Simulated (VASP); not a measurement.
# MgS (F-43m) in VASP: a series of runs, part 3 of 3

VASP 6.6.1.

## (12) Single point, PBE (atoms moved at random, drawn with an rms of 0.05 Å)

INCAR reads:

```
PREC     = Accurate       # precision mode
ENCUT    = 520            # plane-wave cutoff, eV
EDIFF    = 1E-7           # SCF threshold, eV
ISMEAR   = -1             # smearing method
SIGMA    = 0.05           # smearing width, eV
LREAL    = False          # projectors in reciprocal space
LASPH    = True           # aspherical terms in the spheres
NELM     = 100            # most SCF steps
ALGO     = Normal         # electronic algorithm
ISIF     = 2              # what is computed and relaxed
LWAVE    = False          # write WAVECAR
LCHARG   = False          # write CHGCAR
GGA      = PE             # functional
NBANDS   = 11             # bands
```

KPOINTS reads:

```
regular mesh
0
Gamma
  8 8 8
```

POSCAR reads:

```
MgS
1.0
    0.0000000000      2.8331200468      2.8331200468
    2.8331200468      0.0000000000      2.8331200468
    2.8331200468      2.8331200468      0.0000000000
S Mg
1 1
Direct
    0.2577930000      0.2466650000      0.2502830000
   -0.0128600000      0.0110690000      0.0033980000
```

Potentials or basis: VASP PAW PBE potentials, release 64 (S, Mg).

On the command line:

```sh
> cat potpaw_PBE.64/S/POTCAR potpaw_PBE.64/Mg/POTCAR > POTCAR
> mpirun -np 1 vasp_std > vasp.out
```

OUTCAR:

```text
PREC = Accurate
   ENCUT = 520
   EDIFF = 1E-7
   ISMEAR = -1
   LREAL = False
   LASPH = True
   NELM = 100
   ISIF = 2
   GGA = PE

 ion  position               nearest neighbor table
   1  0.258  0.247  0.250-   2 2.39   2 2.46   2 2.46   2 2.50
   2  0.987  0.011  0.003-   1 2.39   1 2.46   1 2.46   1 2.50

  LATTYP: Found a face centered cubic cell.
 ALAT       =     5.6662400936

  Lattice vectors:

 A1 = (   0.0000000000,   2.8331200468,   2.8331200468)
 A2 = (   2.8331200468,   0.0000000000,   2.8331200468)
 A3 = (   2.8331200468,   2.8331200468,   0.0000000000)

Analysis of symmetry for initial positions (statically):
=====================================================================
 Subroutine PRICEL returns:
 Original cell was already a primitive cell.

 Routine SETGRP: Setting up the symmetry group for a
 face centered cubic supercell.

 Subroutine GETGRP returns: Found  1 space group operations
 (whereof  1 operations were pure point group operations)
 out of a pool of 48 trial point group operations.

The static configuration has the point symmetry C_1 .

Analysis of symmetry for dynamics (positions and initial velocities):
=====================================================================
 Subroutine PRICEL returns:
 Original cell was already a primitive cell.

 Routine SETGRP: Setting up the symmetry group for a
 face centered cubic supercell.

 Subroutine GETGRP returns: Found  1 space group operations
 (whereof  1 operations were pure point group operations)
 out of a pool of 48 trial point group operations.

The dynamic configuration has the point symmetry C_1 .

 Subroutine INISYM returns: Found  1 space group operations
 (whereof  1 operations are pure point group operations),
 and found     1 'primitive' translations

----------------------------------------------------------------------------------------

                                     Primitive cell

  volume of cell :      45.4805

  direct lattice vectors                    reciprocal lattice vectors
     0.000000000  2.833120047  2.833120047    -0.176483874  0.176483874  0.176483874
     2.833120047  0.000000000  2.833120047     0.176483874 -0.176483874  0.176483874
     2.833120047  2.833120047  0.000000000     0.176483874  0.176483874 -0.176483874

  length of vectors
     4.006636794  4.006636794  4.006636794     0.305679036  0.305679036  0.305679036

  position of ions in fractional coordinates (direct lattice)
     0.257793000  0.246665000  0.250283000
     0.987140000  0.011069000  0.003398000

  ion indices of the primitive-cell ions
   primitive index   ion index
                 1           1
                 2           2

----------------------------------------------------------------------------------------

 KPOINTS: regular mesh

Automatic generation of k-mesh.
 Grid dimensions read from file:
 generate k-points for:    8    8    8

 Generating k-lattice:

  Cartesian coordinates                     Fractional coordinates (reciprocal lattice)
    -0.022060484  0.022060484  0.022060484     0.125000000  0.000000000  0.000000000
     0.022060484 -0.022060484  0.022060484     0.000000000  0.125000000  0.000000000
     0.022060484  0.022060484 -0.022060484     0.000000000  0.000000000  0.125000000

  Length of vectors
     0.038209879  0.038209879  0.038209879

  Shift w.r.t. Gamma in fractional coordinates (k-lattice)
     0.000000000  0.000000000  0.000000000

 Subroutine IBZKPT returns following result:
 ===========================================

 Found    260 irreducible k-points:

 Following reciprocal coordinates:
            Coordinates               Weight
  0.000000  0.000000  0.000000      1.000000
  0.125000  0.000000  0.000000      2.000000
  0.000000  0.125000  0.000000      2.000000
  0.000000  0.000000  0.125000      2.000000
  0.125000  0.125000  0.125000      2.000000
  0.250000  0.000000  0.000000      2.000000
[... 42 lines left out ...]
  0.500000  0.375000  0.500000      2.000000
  0.125000  0.500000  0.000000      2.000000
 [... further k-points ...]
   k-points           NKPTS =    260   k-points in BZ     NKDIM =    260   number of bands    NBANDS=     11
   number of dos      NEDOS =    301   number of ions     NIONS =      2
   total plane-waves  NPLWV =  27000
   dimension x,y,z NGX =    30 NGY =   30 NGZ =   30
   dimension x,y,z NGXF=    60 NGYF=   60 NGZF=   60
   ions per type =               1   1
   NGX,Y,Z   is equivalent  to a cutoff of  12.45, 12.45, 12.45 a.u.
   NGXF,Y,Z  is equivalent  to a cutoff of  24.90, 24.90, 24.90 a.u.
 SYSTEM =  unknown system
   PREC   = accura    normal or accurate (medium, high low for compatibility)
   ISTART =      0    job   : 0-new  1-cont  2-samecut
   ICHARG =      2    charge: 1-file 2-atom 10-const
   ISPIN  =      1    spin polarized calculation?
   LNONCOLLINEAR =      F non collinear calculations
   LSORBIT =      F    spin-orbit coupling
   LASPH  =      T    aspherical Exc in radial PAW
   ENCUT  =  520.0 eV  38.22 Ry    6.18 a.u.   7.45  7.45  7.45*2*pi/ulx,y,z
   NELM   =    100;   NELMIN=  2; NELMDL= -5     # of ELM steps
   EDIFF  = 0.1E-06   stopping-criterion for ELM
   LREAL  =      F    real-space projection
   EDIFFG = 0.1E-05   stopping-criterion for IOM
   NSW    =      0    number of steps for IOM
   IBRION =     -1    ionic relax: 0-MD 1-quasi-New 2-CG
   NFREE  =      0    steps in history (QN), initial steepest desc. (CG)
   ISIF   =      2    stress and relaxation
   ISYM   =      2    0-nonsym 1-usesym 2-fastsym
   POTIM  = 0.5000    time-step for ionic-motion
   TEBEG  =    0.0;   TEEND  =   0.0 temperature during run
   PSTRESS=    0.0 pullay stress
   NELECT =       8.0000    total number of electrons
   NUPDOWN=      -1.0000    fix difference up-down
   EMIN   =  10.00;   EMAX   =-10.00  energy-range for DOS
   EFERMI =   0.00;   METHOD = LEGACY
   ISMEAR =    -1;   SIGMA  =   0.05  broadening in eV -4-tet -1-fermi 0-gaus
   EFERMI_NEDOS =   21; number of points for ismear=-14 and -15
   IALGO  =     38    algorithm
   IMIX   =      4    mixing-type and parameters
     AMIX     =   0.40;   BMIX     =  1.00
     AMIX_MAG =   1.60;   BMIX_MAG =  1.00
  volume/ion in A,a.u.               =      22.74       153.46
  Fermi-wavevector in a.u.,A,eV,Ry     =   0.917269  1.733386 11.447692  0.841382
  Thomas-Fermi vector in A             =   2.042218
   LORBIT       =      0    0 simple, 1 ext, 2 COOP (PROOUT), +10 PAW based schemes
   GGA     = PE    functional components
   LHFCALC =     F    Hartree Fock is set to
   AEXX    =    0.0000 exact exchange contribution
   IVDW    =     0    specifies the selected vdW correction
   LEPSILON=     F    determine dielectric tensor
   LRPA    =     F    only Hartree local field effects (RPA)
 non-spin polarized calculation
  energy-cutoff  :      520.00
  volume of cell :       45.48
 maximum number of plane-waves:      1243
 NGX is ok and might be reduce to    30
   NGX = 15   NGY = 15   NGZ = 15

 number of electron       8.0000000 magnetization

 Free energy of the ion-electron system (eV)
  ---------------------------------------------------
  ext. energy  EPLUGINS =         0.00000000
  ---------------------------------------------------
  free energy    TOTEN  =        -8.45571496 eV

  energy without entropy =       -8.45571496  energy(sigma->0) =       -8.45571496

 E-fermi :   2.1707     XC(G=0):  -8.3807

 val. band max:        1.1242139222   @ k =   0.0000   0.0000   0.0000
 cond. band min:       4.4917911322   @ k =   0.0000   0.0000   0.0000
 fundamental gap:      3.3675772099
 Fermi energy:         2.1707477552

 k-point     1 :       0.0000    0.0000    0.0000
  band No.  band energies     occupation
      1     -10.2125      2.00000
      2       0.9476      2.00000
      3       1.0704      2.00000
      4       1.1242      2.00000
      5       4.4918      0.00000
      6       8.9825      0.00000
      7       8.9849      0.00000
      8       9.0185      0.00000
      9      11.8757      0.00000
     10      11.8837      0.00000
     11      14.7193      0.00000
[... 533 lines left out ...]
 k-point    40 :       0.3750    0.3750    0.2500
  band No.  band energies     occupation
      1      -9.6728      2.00000
      2      -1.4050      2.00000
      3       0.5040      2.00000
      4       0.6240      2.00000
      5       6.5582      0.00000
      6       8.2036      0.00000
      7       9.0420      0.00000
      8       9.5012      0.00000
      9      11.7961      0.00000
     10      13.3527      0.00000
     11      14.0563      0.00000

 [... further k-points ...]

------------------------ aborting loop because EDIFF is reached ----------------------------------------

  FORCE on cell =-STRESS in cart. coord.  units (eV):
  Direction    XX          YY          ZZ          XY          YZ          ZX
  --------------------------------------------------------------------------------------
  -------------------------------------------------------------------------------------
  Total        0.2559622      0.2559555      0.2774773     -0.1476764      0.3169238     -0.3172415
  in kB        9.0169888      9.0167530      9.7749165     -5.2023160     11.1645299    -11.1757240
  external PRESSURE =       9.2695528 kB  Pullay stress =       0.0000000 kB

 VOLUME and BASIS-vectors are now :
 -----------------------------------------------------------------------------
  energy-cutoff  :      520.00
  volume of cell :       45.48
      direct lattice vectors                 reciprocal lattice vectors
     0.000000000  2.833120047  2.833120047    -0.176483874  0.176483874  0.176483874
     2.833120047  0.000000000  2.833120047     0.176483874 -0.176483874  0.176483874
     2.833120047  2.833120047  0.000000000     0.176483874  0.176483874 -0.176483874

 POSITION                                       TOTAL-FORCE (eV/Angst)
 -----------------------------------------------------------------------------------
      1.40791      1.43944      1.42919         0.295970     -0.296288     -0.148396
      0.04099      2.80631      2.82805        -0.295970      0.296288      0.148396
 -----------------------------------------------------------------------------------
    total drift:                                0.000009     -0.000085     -0.000009

  FREE ENERGIE OF THE ION-ELECTRON SYSTEM (eV)
  ---------------------------------------------------
  free  energy   TOTEN  =        -8.4557149566 eV

  energy  without entropy=       -8.4557149566  energy(sigma->0) =       -8.45571496
```

Wall time 63 s (1 thread of Intel Xeon Platinum 8559C (Emerald Rapids), shared host); peak memory 0.27 GiB.

Results:

- Free energy: -8.4557 eV
- Pressure: 0.9 GPa
- Largest force: 0.444 eV/Å
- Band gap on the k mesh: 3.37 eV, direct

Forces on the atoms (eV/Å):
```
S    0.296 -0.296 -0.148
Mg  -0.296  0.296  0.148
```

Levels at points of the mesh, in eV from the valence-band top:
```csv
k point,band 2,band 3,band 4,band 5,band 6,band 7
"(0.00, 0.00, 0.00)",-0.18,-0.05,0.00,3.37,7.86,7.86
"(0.50, 0.00, 0.00)",-3.27,-0.38,-0.33,5.04,7.58,7.63
"(0.00, 0.50, 0.00)",-3.14,-0.49,-0.38,5.02,7.47,7.59
"(0.00, 0.00, 0.50)",-3.18,-0.48,-0.34,5.02,7.48,7.63
"(0.50, 0.50, 0.50)",-3.18,-0.48,-0.34,5.02,7.48,7.63
"(0.50, 0.50, 0.00)",-2.88,-1.12,-1.09,3.81,5.56,11.04
"(0.00, 0.50, 0.50)",-2.88,-1.15,-1.06,3.81,5.57,11.05
"(0.50, 0.00, 0.50)",-2.88,-1.15,-1.06,3.81,5.57,11.05
```

A k mesh can miss the band edges.

## (13) Equation of state, PBE, 21.38 Å³/atom (volume scaled by 0.94)

INCAR reads:

```
SYSTEM = MgS
  PREC = Accurate
  ENCUT = 520
  EDIFF = 1E-7
  ISMEAR = -1
  SIGMA = 0.05
  LREAL = .False.
  LASPH = .True.
  NELM = 60
  ALGO = Normal
  ISIF = 2
  LWAVE = .False.
  LCHARG = .False.
  GGA = PE
  NBANDS = 11
```

KPOINTS reads:

```
regular mesh
0
Gamma
  8 8 8
  0 0 0
```

POSCAR reads:

```
MgS
1.0
    0.0000000000      2.7752850422      2.7752850422
    2.7752850422      0.0000000000      2.7752850422
    2.7752850422      2.7752850422      0.0000000000
S Mg
1 1
Direct
    0.2500000000      0.2500000000      0.2500000000
    0.0000000000      0.0000000000      0.0000000000
```

On the command line:

```sh
> cat potpaw_PBE.64/S/POTCAR potpaw_PBE.64/Mg/POTCAR > POTCAR
> mpirun -np 1 vasp_std > vasp.out
```

Wall time 15 s (1 thread of Intel Xeon Platinum 8559C (Emerald Rapids), shared host); peak memory 0.16 GiB.

It converged, with:

| Quantity | Value |
| --- | --- |
| Free energy | -8.4239 eV |
| Pressure | 4.9 GPa |
| Band gap on the k mesh | 3.76 eV, direct |

## (14) Equation of state, PBE, 21.83 Å³/atom (volume scaled by 0.96)

INCAR, as its differences from that of step 13:

```diff
@@ -8,3 +8,3 @@
   LASPH = .True.
-  NELM = 60
+  NELM = 100
   ALGO = Normal
```

KPOINTS is that of step 13.

POSCAR reads:

```
MgS
1.0
    0.0000000000      2.7948299470      2.7948299470
    2.7948299470      0.0000000000      2.7948299470
    2.7948299470      2.7948299470      0.0000000000
S Mg
1 1
Direct
    0.2500000000      0.2500000000      0.2500000000
    0.0000000000      0.0000000000      0.0000000000
```

On the command line:

```sh
> cat potpaw_PBE.64/S/POTCAR potpaw_PBE.64/Mg/POTCAR > POTCAR
> mpirun -np 1 vasp_std > vasp.out
```

Run time: 18 s. Hardware: 1 thread of Intel Xeon Platinum 8559C (Emerald Rapids), shared host; peak memory 0.16 GiB.

The run converged. Its results:

```
Free energy            : -8.4476 eV
Pressure               : 3.4 GPa
Band gap on the k mesh : 3.65 eV, direct
```

## (15) Equation of state, PBE, 22.29 Å³/atom (volume scaled by 0.98)

INCAR reads:

```
  ALGO = Normal
  EDIFF = 1E-7
  ENCUT = 520
  GGA = PE
  ISIF = 2
  ISMEAR = -1
  LASPH = True
  LCHARG = False
  LREAL = False
  LWAVE = False
  NBANDS = 11
  NELM = 60
  PREC = Accurate
  SIGMA = 0.05
```

KPOINTS reads:

```
k-points
0
Gamma
  8 8 8
```

POSCAR reads:

```
MgS
1.0
    0.0000000000      2.8141052454      2.8141052454
    2.8141052454      0.0000000000      2.8141052454
    2.8141052454      2.8141052454      0.0000000000
S Mg
1 1
Direct
    0.2500000000      0.2500000000      0.2500000000
    0.0000000000      0.0000000000      0.0000000000
```

Potentials or basis: VASP PAW PBE potentials, release 64 (S, Mg).

On the command line:

```sh
> cat potpaw_PBE.64/S/POTCAR potpaw_PBE.64/Mg/POTCAR > POTCAR
> mpirun -np 1 vasp_std > vasp.out
```

Run time: 18 s. Hardware: 1 thread of Intel Xeon Platinum 8559C (Emerald Rapids), shared host; peak memory 0.16 GiB.

It converged, with:

| Item | Value |
| --- | --- |
| Free energy | -8.4631 eV |
| Pressure | 2.0 GPa |
| Band gap on the k mesh | 3.55 eV, direct |

## (16) Equation of state, PBE, 23.20 Å³/atom (volume scaled by 1.02)

INCAR reads:

```
PREC = Accurate
ENCUT = 520
EDIFF = 1E-7
ISMEAR = -1
SIGMA = 0.05
LREAL = False
LASPH = True
NELM = 100
ALGO = Normal
ISIF = 2
LWAVE = False
LCHARG = False
GGA = PE
NBANDS = 11
```

KPOINTS reads:

```
regular mesh
0
Gamma
  8 8 8
```

POSCAR reads:

```
MgS
1.0
    0.0000000000      2.8518829780      2.8518829780
    2.8518829780      0.0000000000      2.8518829780
    2.8518829780      2.8518829780      0.0000000000
S Mg
1 1
Direct
    0.2500000000      0.2500000000      0.2500000000
    0.0000000000      0.0000000000      0.0000000000
```

On the command line:

```sh
> cat potpaw_PBE.64/S/POTCAR potpaw_PBE.64/Mg/POTCAR > POTCAR
> mpirun -np 1 vasp_std > vasp.out
```

Wall time 21 s (1 thread of Intel Xeon Platinum 8559C (Emerald Rapids), shared host); peak memory 0.16 GiB.

It converged, with:

| Item | Value |
| --- | --- |
| Free energy | -8.4726 eV |
| Pressure | -0.3 GPa |
| Band gap on the k mesh | 3.35 eV, direct |

## (17) Equation of state, PBE, 23.65 Å³/atom (volume scaled by 1.04)

INCAR reads:

```
  PREC = Accurate
  ENCUT = 520
  EDIFF = 1E-7
  ISMEAR = -1
  SIGMA = 0.05
  LREAL = F
  LASPH = T
  NELM = 100
  ALGO = Normal
  ISIF = 2
  LWAVE = F
  LCHARG = F
  GGA = PE
  NBANDS = 11
```

KPOINTS reads:

```
Automatic mesh
0
Gamma
  8 8 8
```

POSCAR reads:

```
MgS
1.0
    0.0000000000      2.8704022176      2.8704022176
    2.8704022176      0.0000000000      2.8704022176
    2.8704022176      2.8704022176      0.0000000000
S Mg
1 1
Direct
    0.2500000000      0.2500000000      0.2500000000
    0.0000000000      0.0000000000      0.0000000000
```

On the command line:

```sh
> cat potpaw_PBE.64/S/POTCAR potpaw_PBE.64/Mg/POTCAR > POTCAR
> mpirun -np 1 vasp_std > vasp.out
```

Wall time 16 s (1 thread of Intel Xeon Platinum 8559C (Emerald Rapids), shared host); peak memory 0.16 GiB.

Results (log left out):

```
Free energy            : -8.4680 eV
Pressure               : -1.3 GPa
Band gap on the k mesh : 3.25 eV, direct
```

## (18) Equation of state, PBE, 24.10 Å³/atom (volume scaled by 1.06)

INCAR reads:

```
PREC     = Accurate       # precision mode
ENCUT    = 520            # plane-wave cutoff, eV
EDIFF    = 1E-7           # SCF threshold, eV
ISMEAR   = -1             # smearing method
SIGMA    = 0.05           # smearing width, eV
LREAL    = F              # projectors in reciprocal space
LASPH    = T              # aspherical terms in the spheres
NELM     = 100            # most SCF steps
ALGO     = Normal         # electronic algorithm
ISIF     = 2              # what is computed and relaxed
LWAVE    = F              # write WAVECAR
LCHARG   = F              # write CHGCAR
GGA      = PE             # functional
NBANDS   = 11             # bands
```

KPOINTS is that of step 17.

POSCAR reads:

```
MgS
1.0
    0.0000000000      2.8886855272      2.8886855272
    2.8886855272      0.0000000000      2.8886855272
    2.8886855272      2.8886855272      0.0000000000
S Mg
1 1
Direct
    0.2500000000      0.2500000000      0.2500000000
    0.0000000000      0.0000000000      0.0000000000
```

Potentials or basis: VASP PAW PBE potentials, release 64 (S, Mg).

On the command line:

```sh
> cat potpaw_PBE.64/S/POTCAR potpaw_PBE.64/Mg/POTCAR > POTCAR
> mpirun -np 1 vasp_std > vasp.out
```

It used 8.1 s of CPU time on 1 thread of Intel(R) Xeon(R) Platinum 8559C (Emerald Rapids), with other jobs on the host, which was overloaded at the time.

The run converged. Its results:

* Free energy: -8.4578 eV
* Pressure: -2.3 GPa
* Band gap on the k mesh: 3.16 eV, direct

## (19) Equation of state, PBE

Potentials or basis: VASP PAW PBE potentials, release 64 (S, Mg).

This step only gathers the single runs of the series.

What came out:

- Equilibrium volume: 23.07 Å³/atom
- Bulk modulus: 56 GPa
- Pressure derivative of the bulk modulus: 4.1

Energy against volume, from the lowest point:
```
volume (Å³/atom)  energy (meV/atom)
          21.376              24.37
          21.831              12.51
          22.285               4.74
          22.740               0.69
          23.195               0.00
          23.650               2.34
          24.105               7.42
```

## (20) Overview

```tsv
task	level	cell	ladder	gap on the mesh (eV)	pressure (GPa)	V0 of scaled cells (Å³/atom)	B0 (GPa)	largest force (eV/Å)
single point	PBEsol	as given	free	3.29	-0.5	-	-	-
single point	PBEsol	atoms moved at random, drawn with an rms of 0.05 Å	free	3.21	-0.4	-	-	0.44
equation of state	PBEsol	as given	free	-	-	22.54	58	-
single point	PBE	as given	-	3.45	0.8	-	-	-
single point	PBE	atoms moved at random, drawn with an rms of 0.05 Å	-	3.37	0.9	-	-	0.44
equation of state	PBE	as given	-	-	-	23.07	56	-
```

Alike in all rows: potentials or basis VASP PAW PBE potentials, release 64 (S, Mg); no spin polarisation; k mesh 8 × 8 × 8; cutoff (eV) 520; smearing fermi-dirac 0.05 eV.

Caveats: the PAW data sets were made with another functional, which shifts forces and pressure a little (some runs).

Total energies depend on the potentials used, so only differences within one code and one set of settings carry meaning.
